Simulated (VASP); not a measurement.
# ZrB2 (P6/mmm) in VASP: a series of runs, part 2 of 2

VASP 6.6.1.

### Step 3. Relaxation of cell and atoms, PBE

This run uses another cell than the first one, of 10.25 Å³/atom, 1.022 times its volume.

INCAR reads:

```
SYSTEM = ZrB2
ALGO     = Normal         ! electronic algorithm
EDIFF    = 1E-6           ! SCF threshold, eV
EDIFFG   = -0.01          ! ionic threshold
ENCUT    = 600            ! plane-wave cutoff, eV
GGA      = PE             ! functional
IBRION   = 2              ! ionic algorithm
ISIF     = 3              ! what is computed and relaxed
ISMEAR   = 1              ! smearing method
LASPH    = .TRUE.         ! aspherical terms in the spheres
LCHARG   = .FALSE.        ! write CHGCAR
LREAL    = .FALSE.        ! projectors in reciprocal space
LWAVE    = .FALSE.        ! write WAVECAR
NELM     = 80             ! most SCF steps
NSW      = 90             ! ionic steps
PREC     = Accurate       ! precision mode
SIGMA    = 0.1            ! smearing width, eV
```

KPOINTS reads:

```
k-points
0
G
  15 15 10
  0 0 0
```

POSCAR reads:

```
ZrB2
1.0
    3.1700000000      0.0000000000      0.0000000000
   -1.5850000000      2.7453005300      0.0000000000
    0.0000000000      0.0000000000      3.5330000000
Zr B
1 2
Direct
    0.0000000000      0.0000000000      0.0000000000
    0.3333333333      0.6666666667      0.5000000000
    0.6666666667      0.3333333333      0.5000000000
```

Potentials or basis: VASP PAW PBE potentials, release 64 (Zr_sv, B).

Command:

```
$ cat potpaw_PBE.64/Zr_sv/POTCAR potpaw_PBE.64/B/POTCAR > POTCAR
$ mpirun -np 1 vasp_std > vasp.out
```

OUTCAR:

```text
SYSTEM = ZrB2
   EDIFF = 1E-6
   EDIFFG = -0.01
   ENCUT = 600
   GGA = PE
   IBRION = 2
   ISIF = 3
   ISMEAR = 1
   LASPH = .TRUE.
   LREAL = .FALSE.
   NELM = 80
   NSW = 90
   PREC = Accurate

 ion  position               nearest neighbor table
   1  0.000  0.000  0.000-   2 2.54   3 2.54   2 2.54   3 2.54   3 2.54   3 2.54   2 2.54   2 2.54
                             3 2.54   3 2.54   2 2.54   2 2.54
   2  0.333  0.667  0.500-   3 1.83   3 1.83   3 1.83   1 2.54   1 2.54   1 2.54   1 2.54   1 2.54
                             1 2.54
   3  0.667  0.333  0.500-   2 1.83   2 1.83   2 1.83   1 2.54   1 2.54   1 2.54   1 2.54   1 2.54
                             1 2.54

  LATTYP: Found a hexagonal cell.
 ALAT       =     3.1700000000
 C/A-ratio  =     1.1145110410

  Lattice vectors:

 A1 = (   3.1700000000,   0.0000000000,   0.0000000000)
 A2 = (  -1.5850000000,   2.7453005300,   0.0000000000)
 A3 = (   0.0000000000,   0.0000000000,   3.5330000000)

Analysis of symmetry for initial positions (statically):
=====================================================================
 Subroutine PRICEL returns:
 Original cell was already a primitive cell.

 Routine SETGRP: Setting up the symmetry group for a
 hexagonal supercell.

 Subroutine GETGRP returns: Found 24 space group operations
 (whereof 24 operations were pure point group operations)
 out of a pool of 24 trial point group operations.

The static configuration has the point symmetry D_6h.

Analysis of symmetry for dynamics (positions and initial velocities):
=====================================================================
 Subroutine PRICEL returns:
 Original cell was already a primitive cell.

 Routine SETGRP: Setting up the symmetry group for a
 hexagonal supercell.

 Subroutine GETGRP returns: Found 24 space group operations
 (whereof 24 operations were pure point group operations)
 out of a pool of 24 trial point group operations.

The dynamic configuration has the point symmetry D_6h.

 Subroutine INISYM returns: Found 24 space group operations
 (whereof 24 operations are pure point group operations),
 and found     1 'primitive' translations

----------------------------------------------------------------------------------------

                                     Primitive cell

  volume of cell :      30.7463

  direct lattice vectors                    reciprocal lattice vectors
     3.170000000  0.000000000  0.000000000     0.315457413  0.182129422  0.000000000
    -1.585000000  2.745300530  0.000000000     0.000000000  0.364258845  0.000000000
     0.000000000  0.000000000  3.533000000     0.000000000  0.000000000  0.283045570

  length of vectors
     3.170000000  3.170000000  3.533000000     0.364258845  0.364258845  0.283045570

  position of ions in fractional coordinates (direct lattice)
     0.000000000  0.000000000  0.000000000
     0.333333333  0.666666667  0.500000000
     0.666666667  0.333333333  0.500000000

  ion indices of the primitive-cell ions
   primitive index   ion index
                 1           1
                 2           2
                 3           3

----------------------------------------------------------------------------------------

 KPOINTS: k-points

[... 57 lines left out ...]
 SYSTEM =  ZrB2
   PREC   = accura    normal or accurate (medium, high low for compatibility)
   ISTART =      0    job   : 0-new  1-cont  2-samecut
   ICHARG =      2    charge: 1-file 2-atom 10-const
   ISPIN  =      1    spin polarized calculation?
   LNONCOLLINEAR =      F non collinear calculations
   LSORBIT =      F    spin-orbit coupling
   LASPH  =      T    aspherical Exc in radial PAW
   ENCUT  =  600.0 eV  44.10 Ry    6.64 a.u.   6.33  6.33  7.06*2*pi/ulx,y,z
   NELM   =     80;   NELMIN=  2; NELMDL= -5     # of ELM steps
   EDIFF  = 0.1E-05   stopping-criterion for ELM
   LREAL  =      F    real-space projection
   EDIFFG = -.1E-01   stopping-criterion for IOM
   NSW    =     90    number of steps for IOM
   IBRION =      2    ionic relax: 0-MD 1-quasi-New 2-CG
   NFREE  =      1    steps in history (QN), initial steepest desc. (CG)
   ISIF   =      3    stress and relaxation
   ISYM   =      2    0-nonsym 1-usesym 2-fastsym
   POTIM  = 0.5000    time-step for ionic-motion
   TEBEG  =    0.0;   TEEND  =   0.0 temperature during run
   PSTRESS=    0.0 pullay stress
   NELECT =      18.0000    total number of electrons
   NUPDOWN=      -1.0000    fix difference up-down
   EMIN   =  10.00;   EMAX   =-10.00  energy-range for DOS
   EFERMI =   0.00;   METHOD = LEGACY
   ISMEAR =     1;   SIGMA  =   0.10  broadening in eV -4-tet -1-fermi 0-gaus
   EFERMI_NEDOS =   21; number of points for ismear=-14 and -15
   IALGO  =     38    algorithm
   IMIX   =      4    mixing-type and parameters
     AMIX     =   0.40;   BMIX     =  1.00
     AMIX_MAG =   1.60;   BMIX_MAG =  1.00
  volume/ion in A,a.u.               =      10.25        69.16
  Fermi-wavevector in a.u.,A,eV,Ry     =   1.369519  2.588016 25.518847  1.875582
  Thomas-Fermi vector in A             =   2.495387
   LORBIT       =      0    0 simple, 1 ext, 2 COOP (PROOUT), +10 PAW based schemes
   GGA     = PE    functional components
   LHFCALC =     F    Hartree Fock is set to
   AEXX    =    0.0000 exact exchange contribution
   IVDW    =     0    specifies the selected vdW correction
   LEPSILON=     F    determine dielectric tensor
   LRPA    =     F    only Hartree local field effects (RPA)
 conjugate gradient relaxation of ions
 non-spin polarized calculation
 Methfessel and Paxton  Order N= 1 SIGMA  =   0.10
  energy-cutoff  :      600.00
  volume of cell :       30.75
 maximum number of plane-waves:      1046
 NGX is ok and might be reduce to    28
   NGX = 13   NGY = 13   NGZ = 15

--------------------------------------- Ionic step        1  -------------------------------------------

 number of electron      18.0000000 magnetization

 Free energy of the ion-electron system (eV)
  ---------------------------------------------------
  ext. energy  EPLUGINS =         0.00000000
  ---------------------------------------------------
  free energy    TOTEN  =       -24.98165689 eV

  energy without entropy =      -24.98178243  energy(sigma->0) =      -24.98169873

------------------------ aborting loop because EDIFF is reached ----------------------------------------

  FORCE on cell =-STRESS in cart. coord.  units (eV):
  Direction    XX          YY          ZZ          XY          YZ          ZX
  --------------------------------------------------------------------------------------
  -------------------------------------------------------------------------------------
  Total        0.1444590      0.1444590      0.2263210      0.0000000     -0.0000000      0.0000000
  in kB        7.5277020      7.5277020     11.7934991      0.0000000     -0.0000000      0.0000000
  external PRESSURE =       8.9496344 kB  Pullay stress =       0.0000000 kB
[... 209 lines left out ...]
--------------------------------------- Ionic step        7  -------------------------------------------

 number of electron      18.0000000 magnetization

 Free energy of the ion-electron system (eV)
  ---------------------------------------------------
  ext. energy  EPLUGINS =         0.00000000
  ---------------------------------------------------
  free energy    TOTEN  =       -24.98201450 eV

  energy without entropy =      -24.98214554  energy(sigma->0) =      -24.98205818

 E-fermi :  10.4435     XC(G=0): -12.4250

 val. band max:       10.3850245612   @ k =   0.0667   0.0667   0.5000
 cond. band min:      10.4689519225   @ k =   0.4000   0.1333   0.0000
 fundamental gap:      0.0839273613
 Fermi energy:        10.4434850780

 k-point     1 :       0.0000    0.0000    0.0000
  band No.  band energies     occupation
      1     -38.1661      2.00000
      2     -16.3540      2.00000
      3     -15.7996      2.00000
      4     -15.7996      2.00000
      5      -2.2316      2.00000
      6       7.8704      2.00000
      7       7.8704      2.00000
      8       7.9034      2.00000
      9       8.1195      2.00000
     10      13.8641      0.00000
     11      13.8641      0.00000
     12      14.6274      0.00000
     13      14.6274      0.00000
[... 354 lines left out ...]
  band No.  band energies     occupation
      1     -38.0422      2.00000
      2     -16.6179      2.00000
      3     -16.2215      2.00000
      4     -16.1685      2.00000
      5       2.1531      2.00000
      6       2.2330      2.00000
      7       4.9643      2.00000
      8       7.1144      2.00000
      9       9.4809      2.00000
     10      10.2529      2.02139
     11      13.2065      0.00000
     12      14.6158      0.00000
     13      16.8229      0.00000

 [... further k-points ...]
[... 5 lines left out ...]
  --------------------------------------------------------------------------------------
  -------------------------------------------------------------------------------------
  Total       -0.0064032     -0.0064032     -0.0073961      0.0000000      0.0000000      0.0000000
  in kB       -0.3323744     -0.3323744     -0.3839136      0.0000000      0.0000000      0.0000000
  external PRESSURE =      -0.3495542 kB  Pullay stress =       0.0000000 kB
[... 18 lines left out ...]
  FREE ENERGIE OF THE ION-ELECTRON SYSTEM (eV)
  ---------------------------------------------------
  free  energy   TOTEN  =       -24.9820145038 eV

  energy  without entropy=      -24.9821455427  energy(sigma->0) =      -24.98205818

 reached required accuracy - stopping structural energy minimisation
```

Wall time 2.6 min (1 thread of Intel Xeon 6975P-C (Granite Rapids), shared host); peak memory 0.22 GiB.

What came out:

* Free energy: -24.9820 eV
* Relaxed volume: 10.29 Å³/atom
* Relaxed cell: a = 3.172 Å, b = 3.172 Å, c = 3.541 Å, α = 90.00°, β = 90.00°, γ = 120.00°
* Space group after relaxing (to 0.05 Å): P6/mmm (No. 191)
* Energy gained by relaxing: 0.1 meV/atom
* Ionic steps: 7
* Pressure after relaxing: 0.0 GPa
* Band gap on the k mesh: none (metal or under the smearing width)

Step by step:
```
step  energy change (eV)  largest force (eV/Å)  pressure (GPa)  volume (Å³)
   1              0.0000                0.0000            0.89        30.75
   2              0.0001                0.0000           -1.07        31.00
   3             -0.0003                0.0000           -0.02        30.86
   4             -0.0003                0.0000           -0.01        30.87
   5             -0.0002                0.0000           -0.56        30.93
   6             -0.0003                0.0000           -0.07        30.87
   7             -0.0004                0.0000           -0.03        30.87
```

Final structure:
```yaml
crystal:
  lattice:
    - [3.17248, 0.00000, 0.00000]
    - [-1.58624, 2.74745, 0.00000]
    - [0.00000, 0.00000, 3.54122]
  atoms:
    - { symbol: Zr, position: [0.00000, 0.00000, 0.00000] }
    - { symbol: B, position: [0.33333, 0.66667, 0.50000] }
    - { symbol: B, position: [0.66667, 0.33333, 0.50000] }
```

PBE usually gives volumes a little too large and moduli too small. Zero-point motion and thermal expansion aren't in these numbers.

### Step 4. Relaxation of cell and atoms, PBE

This run uses another cell than the first one, of 10.29 Å³/atom, 1.026 times its volume.

INCAR: that of step 3 with these lines changed.

```diff
@@ -2,4 +2,4 @@
 ALGO     = Normal         ! electronic algorithm
-EDIFF    = 1E-6           ! SCF threshold, eV
-EDIFFG   = -0.01          ! ionic threshold
+EDIFF    = 1E-7           ! SCF threshold, eV
+EDIFFG   = -0.005         ! ionic threshold
 ENCUT    = 600            ! plane-wave cutoff, eV
```

KPOINTS is that of step 3.

POSCAR reads:

```
ZrB2                                    
1.0
    3.1724769367      0.0000000000      0.0000000000
   -1.5862384683      2.7474456201     -0.0000000000
    0.0000000000     -0.0000000000      3.5412150842
  Zr              B             
     1     2
Direct
     0.0000000000000000    0.0000000000000000    1.0000000000000000
     0.3333333332999970    0.6666666667000030    0.5000000000000000
     0.6666666667000030    0.3333333332999970    0.5000000000000000
```

Command:

```
$ cat potpaw_PBE.64/Zr_sv/POTCAR potpaw_PBE.64/B/POTCAR > POTCAR
$ mpirun -np 1 vasp_std > vasp.out
```

Wall time 40 s (1 thread of Intel Xeon 6975P-C (Granite Rapids), shared host); peak memory 0.22 GiB.

It converged, with:

| Item | Value |
| --- | --- |
| Free energy | -24.9821 eV |
| Pressure after relaxing | 0.0 GPa |
| Band gap on the k mesh | none (metal or under the smearing width) |

Final structure:
```
Zr B
1.0
     3.17248    0.00000    0.00000
    -1.58624    2.74745    0.00000
     0.00000    0.00000    3.54122
Zr B
1 2
Direct
  0.00000 0.00000 0.00000
  0.33333 0.66667 0.50000
  0.66667 0.33333 0.50000
```

Levels at points of the mesh, in eV from the Fermi level:
| k point | band 7 | band 8 | band 9 | band 10 | band 11 | band 12 |
| --- | --- | --- | --- | --- | --- | --- |
| (0.00, 0.00, 0.00) | -2.57 | -2.54 | -2.32 | 3.42 | 3.42 | 4.18 |
| (0.00, 0.00, 0.50) | -0.92 | -0.92 | 0.38 | 0.38 | 0.82 | 0.82 |

Caveat: the relaxation stopped at its first step, so nothing moved.
